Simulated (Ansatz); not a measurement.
## Relativistic treatment of Rb

```yaml
crystal:
  lattice:
    - [-2.80600, 2.80600, 2.80600]
    - [2.80600, -2.80600, 2.80600]
    - [2.80600, 2.80600, -2.80600]
  atoms:
    - { symbol: Rb, position: [0.00000, 0.00000, 0.00000] }
```

The structure is an experimental refinement, used without relaxation.

One fixed cell is solved with PBE by PAW (frozen-core files) in Ansatz 0.2.0 under different relativistic treatments. Pressure is positive in compression.

The runs use a Γ-centred 8×8×8 k mesh, Fermi–Dirac smearing of 0.05 eV, cutoff 420 eV, no spin polarisation.

| setting | P (GPa) | lowest level at Γ above −25 eV, from the valence-band top or, without a gap, the Fermi level (eV) |
| --- | --- | --- |
| scalar-relativistic | 0.10 | ? |
| with spin–orbit coupling | 0.10 | ? |

Task: Fill in "lowest level at Γ above −25 eV, from the valence-band top or, without a gap, the Fermi level (eV)" for the row "with spin–orbit coupling".

Result: -13.55.

Task: What belongs in the row "scalar-relativistic", column "lowest level at Γ above −25 eV, from the valence-band top or, without a gap, the Fermi level (eV)"?

Result: -12.95.
